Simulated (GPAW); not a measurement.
The system is Ag.

```
CELL_PARAMETERS angstrom
0.00000 2.04275 2.04275
2.04275 0.00000 2.04275
2.04275 2.04275 0.00000
ATOMIC_POSITIONS crystal
Ag 0.00000 0.00000 0.00000
```

- Program: GPAW 26.7.0
- Task: relaxation of cell and atoms
- Functional: PBEsol
- Dispersion: D3(BJ)+ATM
- Potentials or basis: PAW data sets generated in the run's folder for this functional
- Cutoff: 600 eV
- Basis: pw
- k mesh: 11 × 11 × 11
- Occupations: fermi-dirac, width 0.05 eV
- Spin: no spin polarisation

At the start: pressure -6.9 GPa; volume 17.05 Å³/atom.

Problem. How do energy, volume and symmetry change on relaxing?

Solution. Over 4 steps the energy falls by 23.0 meV/atom and the volume is 16.07 Å³/atom (-5.7 %); space group Fm-3m (No. 225, to 0.05 Å).

Step by step:
| step | energy change (eV) | largest force (eV/Å) | pressure (GPa) | volume (Å³) |
| --- | --- | --- | --- | --- |
| 1 | 0.0000 | 0.0000 | -6.93 | 17.05 |
| 2 | -0.0178 | 0.0000 | -3.55 | 16.52 |
| 3 | -0.0231 | 0.0000 | 0.48 | 16.01 |
| 4 | -0.0230 | 0.0000 | -0.03 | 16.07 |

Final structure:
```
CELL_PARAMETERS angstrom
0.00000 2.00289 2.00289
2.00289 0.00000 2.00289
2.00289 2.00289 0.00000
ATOMIC_POSITIONS crystal
Ag 0.00000 0.00000 0.00000
```

Caveat: later steps reuse the first step's grids; pairwise dispersion overbinds metals, which lowers pressure and volume.
